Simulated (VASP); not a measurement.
# NaH (Fm-3m) in VASP: notebook

Runs on NaH. Level: PBEsol. Tasks: single point, relaxation of cell and atoms.

Everything below comes from runs of VASP 6.6.1. Logs are shortened: lines on timing, memory, paths and dates and some standing lists are left out, and cuts for length are marked.

### Step 1. The crystal as given

Symmetry: Fm-3m, No. 225, cubic system. The conventional cell has a = 4.832 Å, b = 4.832 Å, c = 4.832 Å, α = 90.00°, β = 90.00°, γ = 90.00°. Na (site symmetry m-3m) has 6 H at 2.42 Å as nearest neighbours. H (site symmetry m-3m) has 6 Na at 2.42 Å as nearest neighbours.

### Step 2. Single point, PBEsol (relaxed again under DFT PBEsol, scalar-relativistic, plane waves, PAW)

Input file INCAR:

```
SYSTEM = NaH
ALGO = Normal
EDIFF = 1E-6
ENCUT = 520
GGA = PS
ISIF = 2
ISMEAR = 0
LASPH = .True.
LCHARG = .False.
LREAL = .False.
LWAVE = .False.
NBANDS = 11
NELM = 100
PREC = Accurate
SIGMA = 0.02
```

Input file KPOINTS:

```
k-points
0
Gamma
  8 8 8
  0 0 0
```

Input file POSCAR:

```
NaH
1.0
    0.0000000000      2.3959547415      2.3959547415
    2.3959547415      0.0000000000      2.3959547415
    2.3959547415      2.3959547415      0.0000000000
Na H
1 1
Direct
    0.0000000000      0.0000000000      0.0000000000
    0.5000000000      0.5000000000      0.5000000000
```

Potentials or basis: VASP PAW PBE potentials, release 64 (Na_pv, H).

On the command line:

```
$ cat potpaw_PBE.64/Na_pv/POTCAR potpaw_PBE.64/H/POTCAR > POTCAR
$ mpirun -np 1 vasp_std > vasp.out
```

OUTCAR:

```text
SYSTEM = NaH
   EDIFF = 1E-6
   ENCUT = 520
   GGA = PS
   ISIF = 2
   ISMEAR = 0
   LASPH = .True.
   LREAL = .False.
   NELM = 100
   PREC = Accurate

 ion  position               nearest neighbor table
   1  0.000  0.000  0.000-
   2  0.500  0.500  0.500-

  LATTYP: Found a face centered cubic cell.
 ALAT       =     4.7919094830

  Lattice vectors:

 A1 = (   0.0000000000,   2.3959547415,   2.3959547415)
 A2 = (   2.3959547415,   0.0000000000,   2.3959547415)
 A3 = (   2.3959547415,   2.3959547415,   0.0000000000)

Analysis of symmetry for initial positions (statically):
=====================================================================
 Subroutine PRICEL returns:
 Original cell was already a primitive cell.

 Routine SETGRP: Setting up the symmetry group for a
 face centered cubic supercell.

 Subroutine GETGRP returns: Found 48 space group operations
 (whereof 48 operations were pure point group operations)
 out of a pool of 48 trial point group operations.

The static configuration has the point symmetry O_h .

Analysis of symmetry for dynamics (positions and initial velocities):
=====================================================================
 Subroutine PRICEL returns:
 Original cell was already a primitive cell.

 Routine SETGRP: Setting up the symmetry group for a
 face centered cubic supercell.

 Subroutine GETGRP returns: Found 48 space group operations
 (whereof 48 operations were pure point group operations)
 out of a pool of 48 trial point group operations.

The dynamic configuration has the point symmetry O_h .

 Subroutine INISYM returns: Found 48 space group operations
 (whereof 48 operations are pure point group operations),
 and found     1 'primitive' translations

----------------------------------------------------------------------------------------

                                     Primitive cell

  volume of cell :      27.5084

  direct lattice vectors                    reciprocal lattice vectors
     0.000000000  2.395954742  2.395954742    -0.208685077  0.208685077  0.208685077
     2.395954742  0.000000000  2.395954742     0.208685077 -0.208685077  0.208685077
     2.395954742  2.395954742  0.000000000     0.208685077  0.208685077 -0.208685077

  length of vectors
     3.388391690  3.388391690  3.388391690     0.361453156  0.361453156  0.361453156

  position of ions in fractional coordinates (direct lattice)
     0.000000000  0.000000000  0.000000000
     0.500000000  0.500000000  0.500000000

[... 79 lines left out ...]
   NSW    =      0    number of steps for IOM
   IBRION =     -1    ionic relax: 0-MD 1-quasi-New 2-CG
   NFREE  =      0    steps in history (QN), initial steepest desc. (CG)
   ISIF   =      2    stress and relaxation
   ISYM   =      2    0-nonsym 1-usesym 2-fastsym
   POTIM  = 0.5000    time-step for ionic-motion
   TEBEG  =    0.0;   TEEND  =   0.0 temperature during run
   PSTRESS=    0.0 pullay stress
   NELECT =       8.0000    total number of electrons
   NUPDOWN=      -1.0000    fix difference up-down
   EMIN   =  10.00;   EMAX   =-10.00  energy-range for DOS
   EFERMI =   0.00;   METHOD = LEGACY
   ISMEAR =     0;   SIGMA  =   0.02  broadening in eV -4-tet -1-fermi 0-gaus
   EFERMI_NEDOS =   21; number of points for ismear=-14 and -15
   IALGO  =     38    algorithm
   IMIX   =      4    mixing-type and parameters
     AMIX     =   0.40;   BMIX     =  1.00
     AMIX_MAG =   1.60;   BMIX_MAG =  1.00
  volume/ion in A,a.u.               =      13.75        92.82
  Fermi-wavevector in a.u.,A,eV,Ry     =   1.084633  2.049660 16.006290  1.176429
  Thomas-Fermi vector in A             =   2.220728
   LORBIT       =      0    0 simple, 1 ext, 2 COOP (PROOUT), +10 PAW based schemes
   GGA     = PS    functional components
   LHFCALC =     F    Hartree Fock is set to
   AEXX    =    0.0000 exact exchange contribution
   IVDW    =     0    specifies the selected vdW correction
   LEPSILON=     F    determine dielectric tensor
   LRPA    =     F    only Hartree local field effects (RPA)
 non-spin polarized calculation
 Gauss-broadening in eV      SIGMA  =   0.02
  energy-cutoff  :      520.00
  volume of cell :       27.51
 maximum number of plane-waves:       754
 NGX is ok and might be reduce to    28
   NGX = 13   NGY = 13   NGZ = 13

 number of electron       7.9999992 magnetization

 Free energy of the ion-electron system (eV)
  ---------------------------------------------------
  ext. energy  EPLUGINS =         0.00000000
  ---------------------------------------------------
  free energy    TOTEN  =        -5.08592776 eV

  energy without entropy =       -5.08592776  energy(sigma->0) =       -5.08592776

 E-fermi :  -0.8333     XC(G=0):  -7.9768

 val. band max:       -1.0123986296   @ k =  -0.2500   0.5000   0.2500
 cond. band min:       2.5914439697   @ k =   0.5000   0.0000   0.0000
 fundamental gap:      3.6038425993
 Fermi energy:        -0.8333172497

 k-point     1 :       0.0000    0.0000    0.0000
  band No.  band energies     occupation
      1     -22.9685      2.00000
      2     -22.9685      2.00000
      3     -22.9685      2.00000
      4      -4.8094      2.00000
      5       9.6258      0.00000
      6      14.5725      0.00000
      7      14.5725      0.00000
      8      14.5725      0.00000
      9      15.5833      0.00000
     10      15.5833      0.00000
     11      15.5833      0.00000
[... 309 lines left out ...]
 k-point    24 :      -0.3750    0.2500    0.1250
  band No.  band energies     occupation
      1     -23.0577      2.00000
      2     -23.0072      2.00000
      3     -22.9895      2.00000
      4      -1.5294      2.00000
      5       3.3836      0.00000
      6       6.7124      0.00000
      7      10.0049      0.00000
      8      14.0029      0.00000
      9      15.2152      0.00000
     10      18.4921      0.00000
     11      20.6388      0.00000

 [... further k-points ...]
[... 5 lines left out ...]
  --------------------------------------------------------------------------------------
  -------------------------------------------------------------------------------------
  Total       -0.0041813     -0.0041813     -0.0041813      0.0000000      0.0000000     -0.0000000
  in kB       -0.2435339     -0.2435339     -0.2435339      0.0000000      0.0000000     -0.0000000
  external PRESSURE =      -0.2435339 kB  Pullay stress =       0.0000000 kB

 VOLUME and BASIS-vectors are now :
 -----------------------------------------------------------------------------
  energy-cutoff  :      520.00
  volume of cell :       27.51
      direct lattice vectors                 reciprocal lattice vectors
     0.000000000  2.395954742  2.395954742    -0.208685077  0.208685077  0.208685077
     2.395954742  0.000000000  2.395954742     0.208685077 -0.208685077  0.208685077
     2.395954742  2.395954742  0.000000000     0.208685077  0.208685077 -0.208685077

 POSITION                                       TOTAL-FORCE (eV/Angst)
 -----------------------------------------------------------------------------------
      0.00000      0.00000      0.00000        -0.000000      0.000000      0.000000
      2.39595      2.39595      2.39595         0.000000     -0.000000     -0.000000
 -----------------------------------------------------------------------------------
    total drift:                               -0.000000      0.000000      0.000000

  FREE ENERGIE OF THE ION-ELECTRON SYSTEM (eV)
  ---------------------------------------------------
  free  energy   TOTEN  =        -5.0859277635 eV

  energy  without entropy=       -5.0859277635  energy(sigma->0) =       -5.08592776
```

OSZICAR:

```text
N       E                     dE             d eps       ncg     rms          rms(c)
DAV:   1     0.382215882243E+02    0.38222E+02   -0.44997E+03   641   0.737E+02
DAV:   2    -0.423044887471E+01   -0.42452E+02   -0.42038E+02   659   0.196E+02
DAV:   3    -0.545722363213E+01   -0.12268E+01   -0.12255E+01   759   0.325E+01
DAV:   4    -0.546478812910E+01   -0.75645E-02   -0.75639E-02   776   0.257E+00
DAV:   5    -0.546485615903E+01   -0.68030E-04   -0.68029E-04   731   0.248E-01    0.292E+00
DAV:   6    -0.516612104052E+01    0.29874E+00   -0.29208E-01   777   0.328E+00    0.136E+00
DAV:   7    -0.508358498050E+01    0.82536E-01   -0.26986E-01   718   0.229E+00    0.325E-01
DAV:   8    -0.508594678765E+01   -0.23618E-02   -0.65151E-03   731   0.975E-01    0.627E-02
DAV:   9    -0.508593899703E+01    0.77906E-05   -0.67726E-04   773   0.317E-01    0.189E-02
DAV:  10    -0.508592717822E+01    0.11819E-04   -0.39566E-05   720   0.420E-02    0.279E-03
DAV:  11    -0.508592776346E+01   -0.58524E-06   -0.11646E-06   722   0.624E-03
   1 F= -.50859278E+01 E0= -.50859278E+01  d E =-.200274E-38
```

stdout:

```text
POSCAR found type information on POSCAR NaH
 POSCAR found :  2 types and       2 ions
 scaLAPACK will be used
 -----------------------------------------------------------------------------
|                                                                             |
|                                                                             |
|     You enforced a specific xc type in the INCAR file but a different       |
|     I HOPE YOU KNOW WHAT YOU ARE DOING!                                     |
|                                                                             |
 -----------------------------------------------------------------------------

 LDA part: xc-table for (Slater+PW92), standard interpolation
 POSCAR, INCAR and KPOINTS ok, starting setup
 FFT: planning ... GRIDC
 FFT: planning ... GRID_SOFT
 FFT: planning ... GRID
 WAVECAR not read
 entering main loop
```

It took 5.4 s on 1 thread of AMD EPYC 9R45 (Zen 5), shared host; peak memory 0.12 GiB.

What came out:

| Item | Value |
| --- | --- |
| Free energy | -5.0859 eV |
| Pressure | 0.0 GPa |
| Band gap on the k mesh | 3.60 eV, indirect (least direct gap 4.51 eV) |

Caveat: the PAW data sets were made with another functional, which shifts forces and pressure a little. A k mesh can miss the band edges.

(Continued in part 2 of 2.)
